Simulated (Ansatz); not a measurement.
Crystal: BP.

```
P B
1.0
     0.00000    2.26900    2.26900
     2.26900    0.00000    2.26900
     2.26900    2.26900    0.00000
P B
1 1
Direct
  0.75000 0.75000 0.75000
  0.00000 0.00000 0.00000
```

- Program: Ansatz 0.2.0
- Task: relaxation of cell and atoms
- Functional: LDA
- Potentials or basis: all-electron LAPW, scalar-relativistic
- Basis error allowed: 0.001 eV/atom
- k mesh: 10 × 10 × 10
- Occupations: fermi-dirac, width 0.05 eV
- Spin: no spin polarisation

At the start: volume 11.68 Å³/atom.

Q: How do energy, volume and symmetry change on relaxing?

A: Over 5 steps the energy falls by 6.1 meV/atom and the volume is 11.32 Å³/atom (-3.1 %); space group F-43m (No. 216, to 0.05 Å).

The path:
```csv
step,energy change (eV),largest force (eV/Å),volume (Å³)
1,0.0000,0.0000,23.36
2,-0.0098,0.0000,22.96
3,-0.0122,0.0000,22.62
4,-0.0122,0.0000,22.63
5,-0.0122,0.0000,22.63
```

Final structure:
```
P B
1.0
     0.00000    2.24517    2.24517
     2.24517    0.00000    2.24517
     2.24517    2.24517    0.00000
P B
1 1
Direct
  0.75000 0.75000 0.75000
  0.00000 0.00000 0.00000
```
